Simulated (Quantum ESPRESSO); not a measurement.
# Au (Pm-3m) in Quantum ESPRESSO: further runs

One crystal, Au, is run at these levels: LDA, PBE; tasks: phonon dispersion.

Everything below comes from runs of Quantum ESPRESSO 7.5. Logs are shortened: lines on timing, memory, paths and dates and some standing lists are left out, and cuts for length are marked.

**1. The crystal as given**

The structure is cubic, space group Pm-3m (No. 221). The conventional cell has a = 2.748 Å, b = 2.748 Å, c = 2.748 Å, α = 90.00°, β = 90.00°, γ = 90.00°. Au (site symmetry m-3m) is surrounded by 6 Au at 2.75 Å.

The cell was built by a generator and needn't be a form met in nature.

**2. Phonon dispersion, LDA**

Contents of pw.in:

```
&CONTROL
  calculation = 'scf'
  prefix = 'pwscf'
  outdir = './tmp'
  pseudo_dir = './pseudo'
  tprnfor = .true.
  tstress = .true.
  disk_io = 'low'
/
&SYSTEM
  ibrav = 0
  nat = 1
  ntyp = 1
  ecutwfc = 45
  ecutrho = 360
  nbnd = 11
  occupations = 'smearing'
  smearing = 'mv'
  degauss = 0.01469973
/
&ELECTRONS
  conv_thr = 2d-10
  electron_maxstep = 120
  mixing_beta = 0.5
/
ATOMIC_SPECIES
Au   196.9666 au_lda_v1.uspp.F.UPF
CELL_PARAMETERS angstrom
   2.7484100000    0.0000000000    0.0000000000
   0.0000000000    2.7484100000    0.0000000000
   0.0000000000    0.0000000000    2.7484100000
ATOMIC_POSITIONS crystal
Au     0.5000000000    0.5000000000    0.5000000000
K_POINTS automatic
10 10 10 0 0 0
```

Contents of relax.in:

```
&CONTROL
  calculation = 'vc-relax'
  prefix = 'pwscf'
  outdir = './tmp'
  pseudo_dir = './pseudo'
  tprnfor = .true.
  tstress = .true.
  disk_io = 'low'
  nstep = 40
  forc_conv_thr = 0.0001
  etot_conv_thr = 1d-06
/
&SYSTEM
  ibrav = 0
  nat = 1
  ntyp = 1
  ecutwfc = 45
  ecutrho = 360
  nbnd = 11
  occupations = 'smearing'
  smearing = 'mv'
  degauss = 0.01469973
/
&ELECTRONS
  conv_thr = 2d-10
  electron_maxstep = 120
  mixing_beta = 0.5
/
&IONS
  ion_dynamics = 'bfgs'
/
&CELL
  cell_dynamics = 'bfgs'
  press = 0
  press_conv_thr = 0.2
/
ATOMIC_SPECIES
Au   196.9666 au_lda_v1.uspp.F.UPF
CELL_PARAMETERS angstrom
   2.7484100000    0.0000000000    0.0000000000
   0.0000000000    2.7484100000    0.0000000000
   0.0000000000    0.0000000000    2.7484100000
ATOMIC_POSITIONS crystal
Au     0.5000000000    0.5000000000    0.5000000000
K_POINTS automatic
10 10 10 0 0 0
```

Contents of scf2.in:

```
&CONTROL
  calculation = 'scf'
  prefix = 'pwscf'
  outdir = './tmp'
  pseudo_dir = './pseudo'
  tprnfor = .true.
  tstress = .true.
  disk_io = 'low'
/
&SYSTEM
  ibrav = 0
  nat = 1
  ntyp = 1
  ecutwfc = 45
  ecutrho = 360
  nbnd = 11
  occupations = 'smearing'
  smearing = 'mv'
  degauss = 0.01469973
/
&ELECTRONS
  conv_thr = 1d-13
  electron_maxstep = 120
  mixing_beta = 0.5
  startingpot = 'file'
  startingwfc = 'file'
/
ATOMIC_SPECIES
Au   196.9666 au_lda_v1.uspp.F.UPF
CELL_PARAMETERS angstrom
   2.6645928567    0.0000000000    0.0000000000
   0.0000000000    2.6645928567    0.0000000000
   0.0000000000    0.0000000000    2.6645928567
ATOMIC_POSITIONS crystal
Au     0.5000000000    0.5000000000    0.5000000000
K_POINTS automatic
10 10 10 0 0 0
```

Contents of ph.in:

```
phonon_bands of Au
&INPUTPH
  prefix = 'pwscf'
  outdir = './tmp'
  tr2_ph = 1d-18
  fildyn = 'dyn'
  niter_ph = 90
  alpha_mix(1) = 0.4
  ldisp = .true.
  nq1 = 2
  nq2 = 2
  nq3 = 2
/
```

Contents of q2r.in:

```
&INPUT
  fildyn = 'dyn'
  zasr = 'crystal'
  flfrc = 'fc'
/
```

Contents of matdyn.in:

```
&INPUT
  asr = 'crystal'
  flfrc = 'fc'
  flfrq = 'freq'
  q_in_cryst_coord = .true.
  flvec = ' '
/
80
 0.0000000000  0.0000000000  0.0000000000
 0.0000000000  0.0500000000  0.0000000000
 0.0000000000  0.1000000000  0.0000000000
 0.0000000000  0.1500000000  0.0000000000
 0.0000000000  0.2000000000  0.0000000000
 0.0000000000  0.2500000000  0.0000000000
 0.0000000000  0.3000000000  0.0000000000
 0.0000000000  0.3500000000  0.0000000000
 0.0000000000  0.4000000000  0.0000000000
 0.0000000000  0.4500000000  0.0000000000
 0.0000000000  0.5000000000  0.0000000000
 0.0500000000  0.5000000000  0.0000000000
 0.1000000000  0.5000000000  0.0000000000
 0.1500000000  0.5000000000  0.0000000000
 0.2000000000  0.5000000000  0.0000000000
 0.2500000000  0.5000000000  0.0000000000
 0.3000000000  0.5000000000  0.0000000000
 0.3500000000  0.5000000000  0.0000000000
 0.4000000000  0.5000000000  0.0000000000
 0.4500000000  0.5000000000  0.0000000000
 0.5000000000  0.5000000000  0.0000000000
 0.4642857143  0.4642857143  0.0000000000
 0.4285714286  0.4285714286  0.0000000000
 0.3928571429  0.3928571429  0.0000000000
 0.3571428571  0.3571428571  0.0000000000
 0.3214285714  0.3214285714  0.0000000000
 0.2857142857  0.2857142857  0.0000000000
 0.2500000000  0.2500000000  0.0000000000
 0.2142857143  0.2142857143  0.0000000000
 0.1785714286  0.1785714286  0.0000000000
 0.1428571429  0.1428571429  0.0000000000
 0.1071428571  0.1071428571  0.0000000000
 0.0714285714  0.0714285714  0.0000000000
 0.0357142857  0.0357142857  0.0000000000
 0.0000000000  0.0000000000  0.0000000000
 0.0277777778  0.0277777778  0.0277777778
 0.0555555556  0.0555555556  0.0555555556
 0.0833333333  0.0833333333  0.0833333333
 0.1111111111  0.1111111111  0.1111111111
 0.1388888889  0.1388888889  0.1388888889
 0.1666666667  0.1666666667  0.1666666667
 0.1944444444  0.1944444444  0.1944444444
 0.2222222222  0.2222222222  0.2222222222
 0.2500000000  0.2500000000  0.2500000000
 0.2777777778  0.2777777778  0.2777777778
 0.3055555556  0.3055555556  0.3055555556
 0.3333333333  0.3333333333  0.3333333333
 0.3611111111  0.3611111111  0.3611111111
 0.3888888889  0.3888888889  0.3888888889
 0.4166666667  0.4166666667  0.4166666667
 0.4444444444  0.4444444444  0.4444444444
 0.4722222222  0.4722222222  0.4722222222
 0.5000000000  0.5000000000  0.5000000000
 0.4666666667  0.5000000000  0.4666666667
 0.4333333333  0.5000000000  0.4333333333
 0.4000000000  0.5000000000  0.4000000000
 0.3666666667  0.5000000000  0.3666666667
 0.3333333333  0.5000000000  0.3333333333
 0.3000000000  0.5000000000  0.3000000000
 0.2666666667  0.5000000000  0.2666666667
 0.2333333333  0.5000000000  0.2333333333
 0.2000000000  0.5000000000  0.2000000000
 0.1666666667  0.5000000000  0.1666666667
 0.1333333333  0.5000000000  0.1333333333
 0.1000000000  0.5000000000  0.1000000000
 0.0666666667  0.5000000000  0.0666666667
 0.0333333333  0.5000000000  0.0333333333
 0.0000000000  0.5000000000  0.0000000000
 0.5000000000  0.5000000000  0.0000000000
 0.5000000000  0.5000000000  0.0454545455
 0.5000000000  0.5000000000  0.0909090909
 0.5000000000  0.5000000000  0.1363636364
 0.5000000000  0.5000000000  0.1818181818
 0.5000000000  0.5000000000  0.2272727273
 0.5000000000  0.5000000000  0.2727272727
 0.5000000000  0.5000000000  0.3181818182
 0.5000000000  0.5000000000  0.3636363636
 0.5000000000  0.5000000000  0.4090909091
 0.5000000000  0.5000000000  0.4545454545
 0.5000000000  0.5000000000  0.5000000000
```

Contents of matdyn_dos.in:

```
&INPUT
  asr = 'crystal'
  flfrc = 'fc'
  dos = .true.
  fldos = 'phdos'
  nk1 = 15
  nk2 = 15
  nk3 = 15
  deltaE = 0.5
  flvec = ' '
  flfrq = ' '
/
```

Contents of matdyn_mesh.in:

```
&INPUT
  asr = 'crystal'
  flfrc = 'fc'
  flfrq = 'mesh'
  q_in_cryst_coord = .true.
  flvec = ' '
/
1000
 0.05000000  0.05000000  0.05000000
 0.05000000  0.05000000  0.15000000
 0.05000000  0.05000000  0.25000000
[... 997 further points of the even 10 x 10 x 10 mesh, shifted by half a step ...]
```

Potentials or basis: GBRV 1.5 LDA.

Started as:

```console
$ OMP_NUM_THREADS=1 pw.x -in pw.in > pw.out
$ OMP_NUM_THREADS=1 pw.x -in relax.in > relax.out
$ OMP_NUM_THREADS=1 pw.x -in scf2.in > scf2.out
$ OMP_NUM_THREADS=1 ph.x -in ph.in > ph.out
$ OMP_NUM_THREADS=1 q2r.x -in q2r.in > q2r.out
$ OMP_NUM_THREADS=1 matdyn.x -in matdyn.in > matdyn.out
$ OMP_NUM_THREADS=1 matdyn.x -in matdyn_dos.in > matdyn_dos.out
$ OMP_NUM_THREADS=1 matdyn.x -in matdyn_mesh.in > matdyn_mesh.out
```

pw.out:

```text
This program is part of the open-source Quantum ESPRESSO suite
     for quantum simulation of materials; please cite
[... 9 lines left out ...]
     --------------------
     sticks:   dense  smooth     PW     G-vecs:    dense   smooth      PW
     Sum         777     385    137                16135     5695    1141

     Using Slab Decomposition

     bravais-lattice index     =            0
     lattice parameter (alat)  =       5.1937  a.u.
     unit-cell volume          =     140.1010 (a.u.)^3
     number of atoms/cell      =            1
     number of atomic types    =            1
     number of electrons       =        11.00
     number of Kohn-Sham states=           11
     kinetic-energy cutoff     =      45.0000  Ry
     charge density cutoff     =     360.0000  Ry
     scf convergence threshold =      2.0E-10
     mixing beta               =       0.5000
     number of iterations used =            8  plain     mixing
     Exchange-correlation= SLA  PZ   NOGX NOGC
                           (   1   1   0   0   0   0   0)

     celldm(1)=   5.193742  celldm(2)=   0.000000  celldm(3)=   0.000000
     celldm(4)=   0.000000  celldm(5)=   0.000000  celldm(6)=   0.000000

     crystal axes: (cart. coord. in units of alat)
               a(1) = (   1.000000   0.000000   0.000000 )
               a(2) = (   0.000000   1.000000   0.000000 )
               a(3) = (   0.000000   0.000000   1.000000 )

     reciprocal axes: (cart. coord. in units 2 pi/alat)
               b(1) = (  1.000000  0.000000  0.000000 )
               b(2) = (  0.000000  1.000000  0.000000 )
               b(3) = (  0.000000  0.000000  1.000000 )

     PseudoPot. # 1 for Au read from file:
     au_lda_v1.uspp.F.UPF
     Pseudo is Ultrasoft + core correction, Zval = 11.0
     Generated by new atomic code, or converted to UPF format
     Using radial grid of  985 points,  7 beta functions with:
                l(1) =   0
                l(2) =   0
                l(3) =   1
                l(4) =   1
                l(5) =   2
                l(6) =   2
                l(7) =   3
     Q(r) pseudized with  6 coefficients,  rinner =    1.900   1.900   1.900
                                                       1.900   1.900   1.900
                                                       1.900

     atomic species   valence    mass     pseudopotential
     Au               11.00   196.96660     Au( 1.00)

     48 Sym. Ops., with inversion, found

   Cartesian axes

     site n.     atom                  positions (alat units)
         1        Au     tau(   1) = (   0.5000000   0.5000000   0.5000000  )

     number of k points=    56  Marzari-Vanderbilt smearing, width (Ry)=  0.0147
                       cart. coord. in units 2pi/alat
        k(    1) = (   0.0000000   0.0000000   0.0000000), wk =   0.0020000
        k(    2) = (   0.0000000   0.0000000   0.1000000), wk =   0.0120000
        k(    3) = (   0.0000000   0.0000000   0.2000000), wk =   0.0120000
        k(    4) = (   0.0000000   0.0000000   0.3000000), wk =   0.0120000
        k(    5) = (   0.0000000   0.0000000   0.4000000), wk =   0.0120000
        k(    6) = (   0.0000000   0.0000000  -0.5000000), wk =   0.0060000
[... 48 lines left out ...]
        k(   55) = (   0.4000000  -0.5000000  -0.5000000), wk =   0.0120000
        k(   56) = (  -0.5000000  -0.5000000  -0.5000000), wk =   0.0020000

     Dense  grid:    16135 G-vectors     FFT dimensions: (  32,  32,  32)

     Smooth grid:     5695 G-vectors     FFT dimensions: (  24,  24,  24)

     Check: negative core charge=   -0.000001

     Initial potential from superposition of free atoms

     starting charge      10.9999, renormalised to      11.0000
     Starting wfcs are    9 randomized atomic wfcs +    2 random wfcs

     Self-consistent Calculation

     iteration #  1     ecut=    45.00 Ry     beta= 0.50
     Davidson diagonalization with overlap
     ethr =  1.00E-02,  avg # of iterations =  5.6

     Threshold (ethr) on eigenvalues was too large:
     Diagonalizing with lowered threshold

     Davidson diagonalization with overlap
     ethr =  8.16E-04,  avg # of iterations =  1.0

     total energy              =    -114.86178168 Ry
     estimated scf accuracy    <       0.08909271 Ry
[... 12 lines left out ...]
     total energy              =    -114.89116335 Ry
     estimated scf accuracy    <       0.00027849 Ry

     iteration #  4     ecut=    45.00 Ry     beta= 0.50
     Davidson diagonalization with overlap
     c_bands:  1 eigenvalues not converged
     ethr =  2.53E-06,  avg # of iterations =  8.4

     total energy              =    -114.89125691 Ry
     estimated scf accuracy    <       0.00013679 Ry

     iteration #  5     ecut=    45.00 Ry     beta= 0.50
     Davidson diagonalization with overlap
     ethr =  1.24E-06,  avg # of iterations =  1.8
[... 25 lines left out ...]
     iteration #  9     ecut=    45.00 Ry     beta= 0.50
     Davidson diagonalization with overlap
     ethr =  4.20E-12,  avg # of iterations =  3.5

     End of self-consistent calculation

          k = 0.0000 0.0000 0.0000 (   739 PWs)   bands (ev):

     3.0932   5.3214   5.3214   9.5234   9.5234   9.5234  24.6733  24.6733
    24.6733  29.6024  31.9783
[... 93 lines left out ...]
     5.5594   5.9883   8.3219   8.4588   9.9398  13.8821  14.2734  18.9947
    22.9393  31.0257  32.1079

          k = 0.0000-0.5000-0.5000 (   720 PWs)   bands (ev):

     5.3956   6.0429   8.3467   8.3467  10.6500  14.6834  14.6834  17.2185
    22.3731  31.5265  31.5266

          k = 0.1000 0.1000 0.1000 (   718 PWs)   bands (ev):
[... 66 lines left out ...]
     5.6159   6.3269   8.0067   8.1495  10.0060  14.1412  14.7278  19.2264
    22.8789  30.2606  31.3515

          k = 0.1000-0.5000-0.5000 (   712 PWs)   bands (ev):

     5.4545   6.3850   8.0373   8.0373  10.6586  15.1481  15.1481  17.2779
    22.2895  31.1883  31.1883

          k = 0.2000 0.2000 0.2000 (   712 PWs)   bands (ev):
[... 41 lines left out ...]
     5.7675   7.2183   7.3252   7.5691  10.1102  14.7616  15.8103  19.8709
    22.6562  28.7681  29.3525

          k = 0.2000-0.5000-0.5000 (   716 PWs)   bands (ev):

     5.6133   7.3561   7.3624   7.3624  10.6814  16.2686  16.2686  17.4694
    22.0326  29.7544  30.2494

          k = 0.3000 0.3000 0.3000 (   711 PWs)   bands (ev):
[... 21 lines left out ...]
     5.9613   6.6543   6.8223   8.6967  10.2030  15.5888  17.0886  20.6657
    22.1982  26.6925  27.6598

          k = 0.3000-0.5000-0.5000 (   704 PWs)   bands (ev):

     5.8197   6.6909   6.6909   8.7568  10.7097  17.5999  17.5999  17.8520
    21.6321  28.3109  28.3288

          k = 0.4000 0.4000 0.4000 (   696 PWs)   bands (ev):
[... 6 lines left out ...]
     6.0853   6.2354   6.3840   9.9020  10.3780  16.7870  18.2196  20.5508
    21.5866  24.8144  27.3043

          k = 0.4000-0.5000-0.5000 (   696 PWs)   bands (ev):

     5.9959   6.2284   6.2284  10.1331  10.7327  18.5534  18.7418  18.7418
    21.2394  24.7207  27.5588

          k =-0.5000-0.5000-0.5000 (   672 PWs)   bands (ev):

     6.0656   6.0656   6.0656  10.7416  10.7416  19.2214  19.2214  19.2214
    21.0740  22.9297  27.3243

     the Fermi energy is    10.8796 ev

!    total energy              =    -114.89128572 Ry
     estimated scf accuracy    <          5.4E-11 Ry
     smearing contrib. (-TS)   =      -0.00008352 Ry
     internal energy E=F+TS    =    -114.89120220 Ry

     The total energy is F=E-TS. E is the sum of the following terms:
     one-electron contribution =       1.94923050 Ry
     hartree contribution      =      11.27925810 Ry
     xc contribution           =     -62.01841291 Ry
     ewald contribution        =     -66.10127789 Ry

     convergence has been achieved in   9 iterations

     Forces acting on atoms (cartesian axes, Ry/au):

     atom    1 type  1   force =     0.00000000    0.00000000    0.00000000

     Total force =     0.000000     Total SCF correction =     0.000000

     Computing stress (Cartesian axis) and pressure

          total   stress  (Ry/bohr**3)                   (kbar)     P=     -101.77
  -0.00069180   0.00000000   0.00000000         -101.77        0.00        0.00
   0.00000000  -0.00069180   0.00000000            0.00     -101.77        0.00
   0.00000000   0.00000000  -0.00069180            0.00        0.00     -101.77

=------------------------------------------------------------------------------=
   JOB DONE.
=------------------------------------------------------------------------------=
```

It took 3 min on 1 thread of Intel Xeon 6975P-C (Granite Rapids), shared host; peak memory 0.15 GiB.

Results:

```yaml
Free_energy: -1563.2388 eV
Relaxed_volume: 18.92 Å³/atom
Relaxed_cell: a = 2.665 Å, b = 2.665 Å, c = 2.665 Å, α = 90.00°, β = 90.00°, γ = 90.00°
Space_group_after_relaxing_to_0.05_Å: Pm-3m (No. 221)
Pressure_after_relaxing: 0.0 GPa
Band_gap_on_the_k_mesh: none (metal or under the smearing width)
Highest_phonon_frequency: 178 cm⁻¹
Most_unstable_mode: 55i cm⁻¹
```

Step by step:
```
step  energy change (eV)  largest force (eV/Å)  pressure (GPa)  volume (Å³)
   1              0.0000                0.0000          -10.18        20.76
   2             -0.0511                0.0000           -5.09        19.70
   3             -0.0632                0.0000            1.36        18.74
   4             -0.0641                0.0000           -0.16        18.94
   5             -0.0641                0.0000           -0.01        18.92
```

Final structure:
```cif
data_structure
_symmetry_space_group_name_H-M 'P 1'
_symmetry_Int_Tables_number 1
_cell_length_a 2.6646
_cell_length_b 2.6646
_cell_length_c 2.6646
_cell_angle_alpha 90.000
_cell_angle_beta 90.000
_cell_angle_gamma 90.000
_cell_volume 18.92
loop_
_atom_site_label
_atom_site_type_symbol
_atom_site_fract_x
_atom_site_fract_y
_atom_site_fract_z
_atom_site_occupancy
Au1 Au 0.50000 0.50000 0.50000 1
```

Phonon frequencies in cm⁻¹ (negative: imaginary):
| q point | frequencies |
| --- | --- |
| (0.000, 0.000, 0.000) | 0 0 0 |
| (0.000, 0.350, 0.000) | -31 -31 158 |
| (0.200, 0.500, 0.000) | -43 96 175 |
| (0.464, 0.464, 0.000) | -55 169 169 |
| (0.214, 0.214, 0.000) | -32 108 108 |
| (0.028, 0.028, 0.028) | 15 15 15 |
| (0.222, 0.222, 0.222) | 108 108 108 |
| (0.417, 0.417, 0.417) | 159 159 159 |
| (0.367, 0.500, 0.367) | 150 150 167 |
| (0.133, 0.500, 0.133) | 59 59 175 |
| (0.500, 0.500, 0.091) | -25 170 170 |
| (0.500, 0.500, 0.409) | 157 165 165 |

Phonon frequencies at the corners of the path (cm⁻¹, interpolated; i marks imaginary ones):
```
point  frequencies
    Γ        0 0 0
    X  35i 35i 178
    M  55i 170 170
    R  165 165 165
```

Phonon states per cell in windows of 20 cm⁻¹ (negative: imaginary):
| from (cm⁻¹) | total |
| --- | --- |
| -60 | 0.06 |
| -40 | 0.16 |
| -20 | 0.14 |
| 0 | 0.13 |
| 20 | 0.14 |
| 40 | 0.15 |
| 60 | 0.23 |
| 80 | 0.24 |
| 100 | 0.27 |
| 120 | 0.34 |
| 140 | 0.48 |
| 160 | 0.64 |

Caveat: the mesh is thin for the phonons of a metal; some modes are imaginary; the q mesh is small, so phonon branches between its points and thermal values are rough. Spin-orbit coupling is left out, which matters for the levels of Au.

[end of part 1 of 2]
